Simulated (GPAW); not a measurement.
Input of a GPAW 26.7.0 run:

Contents of run.py:

```python
from ase.dft.bandgap import bandgap
from ase.io import read, write
from ase.units import GPa
from gpaw import GPAW, PW

atoms = read('POSCAR')

calc = GPAW(mode=PW(600),
            xc='PBE',
            kpts={'size': (12, 12, 12), 'gamma': True},
            occupations={'name': 'methfessel-paxton', 'order': 0, 'width': 0.026000000000000002},
            nbands=17,
            convergence={'density': 1e-05, 'energy': 1e-05},
            maxiter=150,
            txt='gpaw.txt')
atoms.calc = calc
energy = atoms.get_potential_energy()
forces = atoms.get_forces()
stress = atoms.get_stress()
calc.write('gs.gpw')
write('result.traj', atoms)
print(f'Energy: {energy:.6f} eV')
print('Forces (eV/A):')
print(forces.round(4))
print('Stress (GPa):', (stress / GPa).round(3))
print('Fermi level:', round(calc.get_fermi_level(), 4), 'eV')
print(f'Gap: {bandgap(calc)[0]:.4f} eV, direct: {bandgap(calc, direct=True)[0]:.4f} eV')
```

The input POSCAR:

```
Pd
1.0
    0.0000000000      1.9465000000      1.9465000000
    1.9465000000      0.0000000000      1.9465000000
    1.9465000000      1.9465000000      0.0000000000
Pd
1
Direct
    0.0000000000      0.0000000000      0.0000000000
```

Potentials or basis: GPAW PAW data sets (gpaw-data 1.2.1), pw.

Command:

```sh
$ OMP_NUM_THREADS=1 python run.py
```

Predict the band gap on the k mesh.

none (metal or under the smearing width).

Predict the pressure.

6.8 GPa.
